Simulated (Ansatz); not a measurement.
input.yaml (Ansatz)

```yaml
crystal:
  lattice:
    - [-3.3520700168, 3.3480180127, 1.3580275773]
    - [3.3480180127, -3.3520700168, 1.3580275773]
    - [1.7121615965, 1.7121615965, -1.3654488303]
  atoms:
    - { symbol: Pd, position: [0.999920359, 7.9641e-05, 1.0], spin: 0.5, spin_axis: [0, 0, 1] }
    - { symbol: Pd, position: [0.750079641, 0.249920359, 0.5], spin: -0.5, spin_axis: [0, 0, 1] }
hamiltonian:
  xc: pbe
  pseudopotentials:
    kind: paw_fr
    azcp:
      Pd: "pseudopotentials/Pd.paw.azcp"
basis:
  ecutwfc: 420
  fft_grid_basis: typed
kpoints:
  mp_grid: { grid: [14, 14, 13], shift: [0, 0, 0] }
magnetization:
  noncollinear: true
  spin_orbit: true
scf:
  occupations: { method: fermi_dirac, width: 0.05 }
```

Terminal output

```
Engine: ansatz 0.2.0, x86_64-unknown-linux-gnu
Pseudopotentials: kind: paw_fr
Pseudopotential: Pd, paw_fr, valence charge 18, recommended cutoff 420 eV (normal) 
Functional definition: PBE
  parameter kappa = 0.804
  parameter beta = 0.06672455060314922
  exchange = pbe_x(kappa = kappa, mu = beta*pi^2/3)
  correlation = pbe_c(beta = beta)
Crystal: 2 atoms, lattice volume = 31.121 Å³
Basis set: ecut = 420 eV, 611 PW (Γ)
Bands: 44, of which v1, the nominal top of the filled ones, is band 36 counted from 1 (35 counted from 0)
Symmetry: 2 space group operations + 2 with time reversal
Magnetic group: BNS 15.87 (UNI 94), of the structure as read, at distance tolerance 3.1e-5 Å
k-points: 1365 of 2548
Projection manifold: j_resolved (fully-relativistic pseudo-atomic orbitals)
Non-local potential: Pd, projectors of the file, l = 0: 2, l = 1: 4, l = 2: 4, l = 3: 2
PAW form: soft (Blöchl's): semilocal exchange-correlation on the pseudo side does not see the compensation charge
PAW one-centre angular grid: Pd, 590 points (default); XC on 64 Gauss nodes
Initial density: superposition of atomic densities (chi_scale 0.1, normalization cell)
Starting moments: Σ|m| = 1 μB on 2 of 2 sites
Initial wavefunctions: pseudopotential atomic-orbital guess
Functional: x = pbe(κ = 0.804, μ = 0.2195149727645171), c = pbe(β = 0.06672455060314922)
SCF iter   1: F=—  HF=-13951.531576 eV  |F-HF|=—  |Δ(HF+E_count)|=         —  Δρ=1.50e-1  dr2=7.19e0  dr2_m=1.49e-1  ethr=3.10e-3  |M|=7.25e-17 ∫|m|=3.63e-1 μB  |m|>n=0.0e0 m-floor=0.0e0 τ_xc=4.0e-16 mc-row=0.0e0  β_m=0.30  ⟨swp⟩=8.3  Hψ=300851  notcnv=0  defer=271
spin=Noncollinear: Kerker preconditioning applied to the charge; magnetization (m_x, m_y, m_z) channels mix plain (no charge-response kernel on spin).
SCF iter   2: F=—  HF=-13950.286318 eV  |F-HF|=—  |Δ(HF+E_count)|=    1.25e0  Δρ=8.76e-2  dr2=2.45e0  dr2_m=8.68e-2  ethr=3.10e-3  |M|=4.91e-17 ∫|m|=3.20e-1 μB  |m|>n=0.0e0 m-floor=0.0e0 τ_xc=4.6e-5 mc-row=0.0e0  β_m=0.30  ⟨swp⟩=2.0  Hψ=104108  notcnv=0  defer=2510
SCF iter   3: F=—  HF=-13949.690220 eV  |F-HF|=—  |Δ(HF+E_count)|=   5.96e-1  Δρ=2.95e-2  dr2=1.08e-1  dr2_m=5.18e-2  ethr=3.10e-3  |M|=2.67e-17 ∫|m|=2.80e-1 μB  |m|>n=0.0e0 m-floor=0.0e0 τ_xc=6.6e-5 mc-row=0.0e0  β_m=0.30  ⟨swp⟩=2.5  Hψ=101860  notcnv=0  defer=2510
SCF iter   4: F=—  HF=-13949.701283 eV  |F-HF|=—  |Δ(HF+E_count)|=   1.11e-2  Δρ=2.18e-2  dr2=1.50e-2  dr2_m=3.40e-2  ethr=3.00e-4  |M|=4.53e-17 ∫|m|=2.38e-1 μB  |m|>n=0.0e0 m-floor=0.0e0 τ_xc=8.1e-5 mc-row=0.0e0  β_m=0.30  ⟨swp⟩=2.0  Hψ=122630  notcnv=0  defer=2950
SCF iter   5: F=—  HF=-13949.703827 eV  |F-HF|=—  |Δ(HF+E_count)|=   2.54e-3  Δρ=1.77e-2  dr2=1.45e-3  dr2_m=2.23e-2  ethr=4.18e-5  |M|=5.34e-19 ∫|m|=2.05e-1 μB  |m|>n=0.0e0 m-floor=0.0e0 τ_xc=8.1e-5 mc-row=0.0e0  β_m=0.30  ⟨swp⟩=2.0  Hψ=89738  notcnv=0  defer=2950
SCF iter   6: F=—  HF=-13949.707216 eV  |F-HF|=—  |Δ(HF+E_count)|=   3.39e-3  Δρ=1.45e-2  dr2=1.87e-4  dr2_m=1.50e-2  ethr=4.02e-6  |M|=1.76e-17 ∫|m|=1.76e-1 μB  |m|>n=0.0e0 m-floor=0.0e0 τ_xc=7.4e-5 mc-row=0.0e0  β_m=0.30  ⟨swp⟩=2.0  Hψ=96526  notcnv=0  defer=2950
SCF iter   7: F=—  HF=-13949.709163 eV  |F-HF|=—  |Δ(HF+E_count)|=   1.95e-3  Δρ=1.20e-2  dr2=3.77e-5  dr2_m=1.02e-2  ethr=5.19e-7  |M|=7.20e-18 ∫|m|=1.51e-1 μB  |m|>n=0.0e0 m-floor=0.0e0 τ_xc=6.4e-5 mc-row=0.0e0  β_m=0.30  ⟨swp⟩=2.0  Hψ=82898  notcnv=0  defer=2950
SCF iter   8: F=—  HF=-13949.710515 eV  |F-HF|=—  |Δ(HF+E_count)|=   1.35e-3  Δρ=9.95e-3  dr2=3.12e-6  dr2_m=7.06e-3  ethr=1.05e-7  |M|=7.73e-18 ∫|m|=1.30e-1 μB  |m|>n=0.0e0 m-floor=0.0e0 τ_xc=5.4e-5 mc-row=0.0e0  β_m=0.30  ⟨swp⟩=2.0  Hψ=101555  notcnv=0  defer=2950
Mixer restart at iter 8: flushing history
spin-set hold released at iteration 8 (site moments contracting): the magnetisation degrees of freedom join the quasi-Newton model from the next iteration; the mixer history was flushed
SCF iter   9: F=—  HF=-13949.711474 eV  |F-HF|=—  |Δ(HF+E_count)|=   9.59e-4  Δρ=8.33e-3  dr2=1.20e-6  dr2_m=4.95e-3  ethr=8.65e-9  |M|=2.37e-17 ∫|m|=1.12e-1 μB  |m|>n=0.0e0 m-floor=0.0e0 τ_xc=4.5e-5 mc-row=0.0e0  β_m=0.43  ⟨swp⟩=2.6  Hψ=113862  notcnv=0  defer=2950
SCF iter  10: F=—  HF=-13949.713554 eV  |F-HF|=—  |Δ(HF+E_count)|=   2.08e-3  Δρ=3.25e-3  dr2=1.83e-7  dr2_m=7.52e-4  ethr=3.33e-9  |M|=1.52e-17 ∫|m|=4.86e-2 μB  |m|>n=0.0e0 m-floor=0.0e0 τ_xc=1.3e-5 mc-row=0.0e0  β_m=0.82  ⟨swp⟩=3.9  Hψ=168232  notcnv=0  defer=2950
SCF iter  11: F=—  HF=-13949.714006 eV  |F-HF|=—  |Δ(HF+E_count)|=   4.52e-4  Δρ=2.53e-4  dr2=3.88e-7  dr2_m=4.62e-6  ethr=2.78e-10  |M|=3.25e-19 ∫|m|=3.73e-3 μB  |m|>n=0.0e0 m-floor=0.0e0 τ_xc=2.6e-7 mc-row=0.0e0  β_m=0.91  ⟨swp⟩=4.0  Hψ=193424  notcnv=0
SCF iter  12: F=—  HF=-13949.714010 eV  |F-HF|=—  |Δ(HF+E_count)|=   4.04e-6  Δρ=3.21e-5  dr2=2.43e-7  dr2_m=3.82e-8  ethr=5.09e-10  |M|=1.73e-20 ∫|m|=2.20e-4 μB  |m|>n=0.0e0 m-floor=0.0e0 τ_xc=3.1e-9 mc-row=0.0e0  β_m=0.83  ⟨swp⟩=3.2  Hψ=128977  notcnv=0  defer=2950
SCF iter  13: F=—  HF=-13949.714010 eV  |F-HF|=—  |Δ(HF+E_count)|=   4.36e-8  Δρ=1.33e-5  dr2=4.45e-9  dr2_m=1.36e-8  ethr=2.78e-10  |M|=4.18e-21 ∫|m|=1.07e-4 μB  |m|>n=0.0e0 m-floor=0.0e0 τ_xc=9.4e-10 mc-row=0.0e0  β_m=0.92  ⟨swp⟩=1.0  Hψ=166738  notcnv=0
SCF iter  14: F=—  HF=-13949.714010 eV  |F-HF|=—  |Δ(HF+E_count)|=   1.08e-8  Δρ=2.92e-6  dr2=3.61e-10  dr2_m=6.47e-10  ethr=1.24e-11  |M|=7.08e-22 ∫|m|=2.46e-5 μB  |m|>n=0.0e0 m-floor=0.0e0 τ_xc=4.2e-11 mc-row=0.0e0  β_m=0.96  ⟨swp⟩=2.0  Hψ=115301  notcnv=0
SCF iter  15: F=-13949.714010 eV  HF=-13949.714010 eV  |F-HF|=3.64e-12  |Δ(HF+E_count)|=  4.44e-10  Δρ=6.22e-7  dr2=2.83e-11  dr2_m=1.94e-11  ethr=1.00e-12  |M|=3.88e-22 ∫|m|=5.00e-6 μB  |m|>n=0.0e0 m-floor=0.0e0 τ_xc=4.2e-13 mc-row=0.0e0  ⟨swp⟩=2.0  Hψ=115528  notcnv=0
WARN: the starting moments were not kept: the SCF closed with an absolute magnetisation of 5.0e-6 μB, where they sum to 1 μB in size (2 sites). That is at most 0.1 of that sum. Measured as dr2_m measures the in/out step, that magnetisation stands 1.0e-11 eV from none, at or under the dr2_threshold of 1.0e-7 eV: it is no larger than a step whose dr2_m would equal this threshold. The system may hold no moment; this SCF shows only that its start led to no more than that. To try another start: raise the starting moments (crystal.atoms[].spin, magnetization.per_species, magnetization.initial_magnetization, or on a non-collinear deck that types none of these the spinor_matrix: blocks that start its atoms; where the total moment is fixed, keep their sum and leave initial_magnetization as it is; typed ones take the place of any that the run laid by itself, positive ones on a crystal's lanthanoids without a Hubbard term where scf.initial_density.shell_occupations: [] is typed) or, if the notice of its spin-set hold's release reads "site moments contracting" or "site moments show no strong build", lengthen the hold (scf.mixing.spin_hold: { on: { confirm: 4 } }; for m-r²SCAN on two components see the key's manual first). Each may lead to a state that holds a moment. A second SCF, from the converged charge density, with the starting moments and any scf.initial_density.shell_occupations laid on it anew, would have followed, and was not run: the deck does not ask for one (magnetization.retry_lost_moments is false, the default). To let it run, set magnetization.retry_lost_moments: true and run the deck again, where that key's refused combinations let it; where memory then withholds it, that run's warning says so.
SCF 1 converged in 15 iterations: F = -13949.714010 eV  dr2 = 2.83e-11
SCF converged after 15 iterations
Magnetization: |M| = 0.0000 μB,  M = (+0.0000, +0.0000, +0.0000) μB
Absolute magnetization: 0.0000 μB (∫|m|, with the PAW one-centre terms)
  site 0: m = (+0.0000, +0.0000, +0.0000) μB, |m| = 0.0000 μB  (R = 1.12 Å)
  site 1: m = (-0.0000, -0.0000, -0.0000) μB, |m| = 0.0000 μB  (R = 1.12 Å)
Free energy (F): -13949.714010 eV
Harris-Foulkes:  -13949.714010 eV  (|F-HF|=3.64e-12)
Internal energy: -13949.679278 eV  (E = F + TS)
E sigma→0 (E₀):  -13949.696644 eV
Entropy (-TS):   -0.034732 eV (-17.366 meV/atom)
Fermi energy:    18.476849 eV
--- Per-component energies (eV) ---
  E_band       = -317.089722
  E_kinetic    = 1026.296650
  E_local      = -3661.075094  (includes V_loc(G=0)·N_el)
  E_nonlocal   = 432.275071
  E_hartree    = 1483.022057
  E_xc         = -336.817615
  E_vxc        = -422.518533  (∫ρ·V_xc dr)
  E_paw        = -7503.332043  (= ΣΔE_a)
  E_vpaw       = -658.112284  (= ΣTr[D̂ρ^β])
  E_aug_tail   = 0.000447  (compensation charges beyond the density's cutoff)
  E_ewald      = -5390.048751
  E_smearing   = -0.034732  (= −TS)
  E_closure    = 0.000000  (closes the sum)
  Σ components = -13949.714010   (vs F -13949.714010, Δ=0.00e0)
```

Command:

```sh
ansatz run input.yaml --threads 2 --pin off --max-ram 6144MiB --backend cpu --events-out ev --progress --plain --runs-dir out
```

On 2 threads of Intel(R) Xeon(R) Platinum 8259CL CPU @ 2.50GHz (Skylake/Cascade Lake) (shared host) this took about 420 s of wall time and 840 s of CPU time.
